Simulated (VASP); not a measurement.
Runs of VASP 6.6.1 on Zr. It takes space group P6_3/mmc (No. 194, hexagonal). The conventional cell has a = 3.232 Å, b = 3.232 Å, c = 5.147 Å, α = 90.00°, β = 90.00°, γ = 120.00°. Zr (site symmetry -6m2) has 12 Zr at 3.18 to 3.23 Å as nearest neighbours. 

| task | level | potentials or basis | cell | k mesh | cutoff (eV) | smearing | monkhorst-Pack mesh | grid for exact exchange (PRECFOCK) | other keys | mesh quality | gap on the mesh (eV) | pressure (GPa) |
| --- | --- | --- | --- | --- | --- | --- | --- | --- | --- | --- | --- | --- |
| single point | RPBE | VASP PAW PBE potentials, release 64 (Zr_sv_GW) | as given | 9 × 9 × 5 | 550 | gaussian 0.1 eV | - | - | - | not flagged | none | 2.1 |
| density of states | PBEsol+D3(BJ) | VASP PAW PBE potentials, release 64 (Zr_sv_GW) | volume scaled by 0.8 | 9 × 9 × 5 | 550 | methfessel-paxton 0.2 eV | yes | - | shifted = yes; IMIX = 1; AMIX = 0.4 | not flagged | - | (a) |
| relaxation of cell and atoms | AM05 | VASP PAW PBE potentials, release 64 (Zr_sv) | relaxed | 9 × 9 × 5 | 600 | methfessel-paxton 0.1 eV | - | - | - | not flagged | none | 0.0 |
| single point | HSE03+TS | VASP PAW PBE potentials, release 64 (Zr_sv) | as given | 5 × 5 × 3 | 520 | methfessel-paxton 0.2 eV | - | Normal | - | coarse | none | -9.1 |

Alike in all rows: no spin polarisation.

**Question.** Fill in the values left out.

**Answer.** (a) 18.2.

Caveats: some runs use coarse meshes; the PAW data sets were made with another functional, which shifts forces and pressure a little; pairwise dispersion overbinds metals, which lowers pressure and volume (some runs); atom-pairwise D2, TS and ULG terms overbind metals (some runs).

A k mesh can miss the band edges, and the runs leave out spin-orbit coupling on Zr.

A gap of «none» marks a metal or a gap under the smearing width.

Runs at the PBE level aren't shown here.
